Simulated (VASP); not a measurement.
# Ti (P6_3/mmc) in VASP: a series of runs

Aim: see how the results for Ti move with the level of theory and the settings. Levels: PBEsol, PBE. Tasks: relaxation of cell and atoms.

All numbers are computed with VASP 6.6.1; they aren't measurements. Logs are shortened: lines on timing, memory, paths and dates and some standing lists are left out, and cuts for length are marked.

## (1) Starting point

It takes space group P6_3/mmc (No. 194, hexagonal). Conventional cell: a = 2.902 Å, b = 2.902 Å, c = 4.575 Å, α = 90.00°, β = 90.00°, γ = 120.00°. Around Ti (site symmetry -6m2) lie 12 Ti at 2.84 to 2.90 Å.

## (2) Relaxation of cell and atoms, PBEsol

Input file INCAR:

```
SYSTEM = Ti
  PREC = Accurate
  ENCUT = 600
  EDIFF = 1E-7
  ISMEAR = 1
  SIGMA = 0.1
  LREAL = .FALSE.
  LASPH = .TRUE.
  NELM = 80
  ALGO = Normal
  ISIF = 3
  LWAVE = .FALSE.
  LCHARG = .FALSE.
  GGA = PS
  IBRION = 2
  NSW = 90
  EDIFFG = -0.005
  KPAR = 2
```

Input file KPOINTS:

```
regular mesh
0
G
  15 15 8
  0 0 0
```

Input file POSCAR:

```
Ti                                      
1.0
    2.9021000093     -0.0000000000      0.0000000000
   -1.4510500046      2.5132923324     -0.0000000000
    0.0000000000     -0.0000000000      4.5750142083
  Ti            
     2
Direct
     0.3333333332999970    0.6666666667000030    0.2500000000000000
     0.6666666667000030    0.3333333332999970    0.7500000000000000
```

Potentials or basis: VASP PAW PBE potentials, release 64 (Ti_sv).

Started as:

```console
$ cat potpaw_PBE.64/Ti_sv/POTCAR > POTCAR
$ mpirun -np 2 vasp_std > vasp.out
```

OUTCAR:

```text
SYSTEM = Ti
   PREC = Accurate
   ENCUT = 600
   EDIFF = 1E-7
   ISMEAR = 1
   LREAL = .FALSE.
   LASPH = .TRUE.
   NELM = 80
   ISIF = 3
   GGA = PS
   IBRION = 2
   NSW = 90
   EDIFFG = -0.005

 ion  position               nearest neighbor table
   1  0.333  0.667  0.250-   2 2.84   2 2.84   2 2.84   2 2.84   2 2.84   2 2.84
   2  0.667  0.333  0.750-   1 2.84   1 2.84   1 2.84   1 2.84   1 2.84   1 2.84

  LATTYP: Found a hexagonal cell.
 ALAT       =     2.9021000093
 C/A-ratio  =     1.5764495344

  Lattice vectors:

 A1 = (   2.9021000093,   0.0000000000,   0.0000000000)
 A2 = (  -1.4510500046,   2.5132923324,   0.0000000000)
 A3 = (   0.0000000000,   0.0000000000,   4.5750142083)

Analysis of symmetry for initial positions (statically):
=====================================================================
 Subroutine PRICEL returns:
 Original cell was already a primitive cell.

 Routine SETGRP: Setting up the symmetry group for a
 hexagonal supercell.

 Subroutine GETGRP returns: Found 24 space group operations
 (whereof 12 operations were pure point group operations)
 out of a pool of 24 trial point group operations.

The static configuration has the point symmetry D_3d.
 The point group associated with its full space group is D_6h.

Analysis of symmetry for dynamics (positions and initial velocities):
=====================================================================
 Subroutine PRICEL returns:
 Original cell was already a primitive cell.

 Routine SETGRP: Setting up the symmetry group for a
 hexagonal supercell.

 Subroutine GETGRP returns: Found 24 space group operations
 (whereof 12 operations were pure point group operations)
 out of a pool of 24 trial point group operations.

The dynamic configuration has the point symmetry D_3d.
 The point group associated with its full space group is D_6h.

 Subroutine INISYM returns: Found 24 space group operations
 (whereof 12 operations are pure point group operations),
 and found     1 'primitive' translations

----------------------------------------------------------------------------------------

                                     Primitive cell

  volume of cell :      33.3694

  direct lattice vectors                    reciprocal lattice vectors
     2.902100009  0.000000000  0.000000000     0.344578063  0.198942237  0.000000000
    -1.451050005  2.513292332  0.000000000     0.000000000  0.397884475  0.000000000
     0.000000000  0.000000000  4.575014208     0.000000000  0.000000000  0.218578556

  length of vectors
     2.902100009  2.902100009  4.575014208     0.397884475  0.397884475  0.218578556

  position of ions in fractional coordinates (direct lattice)
     0.333333333  0.666666667  0.250000000
     0.666666667  0.333333333  0.750000000

  ion indices of the primitive-cell ions
   primitive index   ion index
                 1           1
                 2           2

----------------------------------------------------------------------------------------

 KPOINTS: regular mesh

Automatic generation of k-mesh.
 Grid dimensions read from file:
 generate k-points for:   15   15    8

 Generating k-lattice:

  Cartesian coordinates                     Fractional coordinates (reciprocal lattice)
     0.022971871  0.013262816  0.000000000     0.066666667  0.000000000  0.000000000
     0.000000000  0.026525632  0.000000000     0.000000000  0.066666667  0.000000000
     0.000000000  0.000000000  0.027322320     0.000000000  0.000000000  0.125000000

  Length of vectors
     0.026525632  0.026525632  0.027322320

  Shift w.r.t. Gamma in fractional coordinates (k-lattice)
     0.000000000  0.000000000  0.000000000

 Subroutine IBZKPT returns following result:
 ===========================================

 Found    135 irreducible k-points:

 Following reciprocal coordinates:
            Coordinates               Weight
  0.000000  0.000000  0.000000      1.000000
  0.066667 -0.000000  0.000000      6.000000
  0.133333 -0.000000  0.000000      6.000000
  0.200000  0.000000  0.000000      6.000000
  0.266667 -0.000000  0.000000      6.000000
  0.333333 -0.000000  0.000000      6.000000
[... 16 lines left out ...]
  0.333333  0.200000  0.000000     12.000000
  0.400000  0.200000  0.000000      6.000000
 [... further k-points ...]
   k-points           NKPTS =    135   k-points in BZ     NKDIM =    135   number of bands    NBANDS=     16
   number of dos      NEDOS =    301   number of ions     NIONS =      2
   total plane-waves  NPLWV =  23040
   dimension x,y,z NGX =    24 NGY =   24 NGZ =   40
   dimension x,y,z NGXF=    48 NGYF=   48 NGZF=   80
   ions per type =               2
   NGX,Y,Z   is equivalent  to a cutoff of  13.75, 13.75, 14.54 a.u.
   NGXF,Y,Z  is equivalent  to a cutoff of  27.50, 27.50, 29.07 a.u.
 SYSTEM =  Ti
   PREC   = accura    normal or accurate (medium, high low for compatibility)
   ISTART =      0    job   : 0-new  1-cont  2-samecut
   ICHARG =      2    charge: 1-file 2-atom 10-const
   ISPIN  =      1    spin polarized calculation?
   LNONCOLLINEAR =      F non collinear calculations
   LSORBIT =      F    spin-orbit coupling
   LASPH  =      T    aspherical Exc in radial PAW
   ENCUT  =  600.0 eV  44.10 Ry    6.64 a.u.   5.80  5.80  9.14*2*pi/ulx,y,z
   NELM   =     80;   NELMIN=  2; NELMDL= -5     # of ELM steps
   EDIFF  = 0.1E-06   stopping-criterion for ELM
   LREAL  =      F    real-space projection
   EDIFFG = -.5E-02   stopping-criterion for IOM
   NSW    =     90    number of steps for IOM
   IBRION =      2    ionic relax: 0-MD 1-quasi-New 2-CG
   NFREE  =      1    steps in history (QN), initial steepest desc. (CG)
   ISIF   =      3    stress and relaxation
   ISYM   =      2    0-nonsym 1-usesym 2-fastsym
   POTIM  = 0.5000    time-step for ionic-motion
   TEBEG  =    0.0;   TEEND  =   0.0 temperature during run
   PSTRESS=    0.0 pullay stress
   NELECT =      24.0000    total number of electrons
   NUPDOWN=      -1.0000    fix difference up-down
   EMIN   =  10.00;   EMAX   =-10.00  energy-range for DOS
   EFERMI =   0.00;   METHOD = LEGACY
   ISMEAR =     1;   SIGMA  =   0.10  broadening in eV -4-tet -1-fermi 0-gaus
   EFERMI_NEDOS =   21; number of points for ismear=-14 and -15
   IALGO  =     38    algorithm
   IMIX   =      4    mixing-type and parameters
     AMIX     =   0.40;   BMIX     =  1.00
     AMIX_MAG =   1.60;   BMIX_MAG =  1.00
  volume/ion in A,a.u.               =      16.68       112.59
  Fermi-wavevector in a.u.,A,eV,Ry     =   1.466772  2.771797 29.271851  2.151420
  Thomas-Fermi vector in A             =   2.582470
   LORBIT       =      0    0 simple, 1 ext, 2 COOP (PROOUT), +10 PAW based schemes
   GGA     = PS    functional components
   LHFCALC =     F    Hartree Fock is set to
   AEXX    =    0.0000 exact exchange contribution
   IVDW    =     0    specifies the selected vdW correction
   LEPSILON=     F    determine dielectric tensor
   LRPA    =     F    only Hartree local field effects (RPA)
 conjugate gradient relaxation of ions
 non-spin polarized calculation
 Methfessel and Paxton  Order N= 1 SIGMA  =   0.10
  energy-cutoff  :      600.00
  volume of cell :       33.37
 maximum number of plane-waves:      1134
 NGX is ok and might be reduce to    24
   NGX = 11   NGY = 11   NGZ = 19

 number of electron      23.9999997 magnetization

 Free energy of the ion-electron system (eV)
  ---------------------------------------------------
  ext. energy  EPLUGINS =         0.00000000
  ---------------------------------------------------
  free energy    TOTEN  =       -16.67819643 eV

  energy without entropy =      -16.67857745  energy(sigma->0) =      -16.67832344

 E-fermi :   8.6524     XC(G=0): -11.8287

 val. band max:        8.6523086010   @ k =   0.0000   0.0000   0.3750
 cond. band min:       8.6572340505   @ k =   0.0667  -0.0000   0.2500
 fundamental gap:      0.0049254495
 Fermi energy:         8.6524135442

 k-point     1 :       0.0000    0.0000    0.0000
  band No.  band energies     occupation
      1     -47.9282      2.00000
      2     -47.7612      2.00000
      3     -24.6789      2.00000
      4     -23.9334      2.00000
      5     -23.9334      2.00000
      6     -23.8539      2.00000
[... 8 lines left out ...]
     15       9.9671     -0.00000
     16       9.9671     -0.00000

 k-point     2 :       0.0667   -0.0000    0.0000
  band No.  band energies     occupation
      1     -47.9230      2.00000
      2     -47.7592      2.00000
      3     -24.6675      2.00000
      4     -23.9563      2.00000
      5     -23.9412      2.00000
      6     -23.8588      2.00000
[... 8 lines left out ...]
     15       9.9030     -0.00000
     16      10.0498     -0.00000

 k-point     3 :       0.1333   -0.0000    0.0000
  band No.  band energies     occupation
      1     -47.9080      2.00000
      2     -47.7537      2.00000
      3     -24.6346      2.00000
      4     -24.0215      2.00000
      5     -23.9626      2.00000
      6     -23.9062      2.00000
[... 8 lines left out ...]
     15      10.0327     -0.00000
     16      10.0634     -0.00000

 k-point     4 :       0.2000    0.0000    0.0000
  band No.  band energies     occupation
      1     -47.8853      2.00000
      2     -47.7463      2.00000
      3     -24.5831      2.00000
      4     -24.1183      2.00000
      5     -24.0020      2.00000
      6     -23.9931      2.00000
[... 8 lines left out ...]
     15       9.8809     -0.00000
     16      10.2218     -0.00000

 k-point     5 :       0.2667   -0.0000    0.0000
  band No.  band energies     occupation
      1     -47.8579      2.00000
      2     -47.7388      2.00000
      3     -24.5179      2.00000
      4     -24.2303      2.00000
      5     -24.1084      2.00000
      6     -24.0268      2.00000
[... 8 lines left out ...]
     15       9.6895     -0.00000
     16      10.7647      0.00000

 k-point     6 :       0.3333   -0.0000    0.0000
  band No.  band energies     occupation
      1     -47.8297      2.00000
      2     -47.7337      2.00000
      3     -24.4460      2.00000
      4     -24.3380      2.00000
      5     -24.2071      2.00000
      6     -24.0582      2.00000
[... 8 lines left out ...]
     15       9.5178     -0.00000
     16      11.3467      0.00000
[... 267 lines left out ...]
 k-point    21 :       0.2000    0.2000    0.0000
  band No.  band energies     occupation
      1     -47.8226      2.00000
      2     -47.7327      2.00000
      3     -24.4273      2.00000
      4     -24.2792      2.00000
      5     -24.2605      2.00000
      6     -24.0588      2.00000
[... 8 lines left out ...]
     15       9.6744     -0.00000
     16      10.8884      0.00000

 k-point    22 :       0.2667    0.2000    0.0000
  band No.  band energies     occupation
      1     -47.7987      2.00000
      2     -47.7319      2.00000
      3     -24.3593      2.00000
      4     -24.3518      2.00000
      5     -24.2835      2.00000
      6     -24.1125      2.00000
[... 8 lines left out ...]
     15       9.7199     -0.00000
     16      11.2034      0.00000

 k-point    23 :       0.3333    0.2000    0.0000
  band No.  band energies     occupation
      1     -47.7793      2.00000
      2     -47.7345      2.00000
      3     -24.4011      2.00000
      4     -24.2976      2.00000
      5     -24.2837      2.00000
      6     -24.1656      2.00000
[... 8 lines left out ...]
     15       9.9542     -0.00000
     16      11.5876      0.00000

 k-point    24 :       0.4000    0.2000    0.0000
  band No.  band energies     occupation
      1     -47.7708      2.00000
      2     -47.7371      2.00000
      3     -24.4184      2.00000
      4     -24.2769      2.00000
      5     -24.2677      2.00000
      6     -24.1917      2.00000
[... 8 lines left out ...]
     15      10.0512     -0.00000
     16      11.8520      0.00000

 [... further k-points ...]

------------------------ aborting loop because EDIFF is reached ----------------------------------------

  FORCE on cell =-STRESS in cart. coord.  units (eV):
  Direction    XX          YY          ZZ          XY          YZ          ZX
  --------------------------------------------------------------------------------------
  -------------------------------------------------------------------------------------
  Total       -0.0077144     -0.0077144      0.0068944     -0.0000000      0.0000000      0.0000000
  in kB       -0.3703935     -0.3703935      0.3310239     -0.0000000      0.0000000      0.0000000
  external PRESSURE =      -0.1365877 kB  Pullay stress =       0.0000000 kB

 VOLUME and BASIS-vectors are now :
 -----------------------------------------------------------------------------
  energy-cutoff  :      600.00
  volume of cell :       33.37
      direct lattice vectors                 reciprocal lattice vectors
     2.902100009  0.000000000  0.000000000     0.344578063  0.198942237  0.000000000
    -1.451050005  2.513292332  0.000000000     0.000000000  0.397884475  0.000000000
     0.000000000  0.000000000  4.575014208     0.000000000  0.000000000  0.218578556

 POSITION                                       TOTAL-FORCE (eV/Angst)
 -----------------------------------------------------------------------------------
     -0.00000      1.67553      1.14375        -0.000000      0.000000      0.000000
      1.45105      0.83776      3.43126         0.000000     -0.000000      0.000000
 -----------------------------------------------------------------------------------
    total drift:                               -0.000000      0.000000     -0.000000

  FREE ENERGIE OF THE ION-ELECTRON SYSTEM (eV)
  ---------------------------------------------------
  free  energy   TOTEN  =       -16.6781964307 eV

  energy  without entropy=      -16.6785774497  energy(sigma->0) =      -16.67832344

 reached required accuracy - stopping structural energy minimisation
```

Wall time 30 s (2 MPI ranks of Intel Xeon Platinum 8488C (Sapphire Rapids), shared host); peak memory 0.2 GiB.

What came out:

| Item | Value |
| --- | --- |
| Free energy | -16.6782 eV |
| Pressure after relaxing | 0.0 GPa |
| Band gap on the k mesh | none (metal or under the smearing width) |

Final structure:
```xyz
2
Lattice="2.9021 0.0000 0.0000 -1.4510 2.5133 0.0000 0.0000 0.0000 4.5750" Properties=species:S:1:pos:R:3 pbc="T T T"
Ti    0.0000    1.6755    1.1438
Ti    1.4510    0.8378    3.4313
```

Caveat: the relaxation stopped at its first step, so nothing moved; the PAW data sets were made with another functional, which shifts forces and pressure a little.

[end of part 1 of 2]
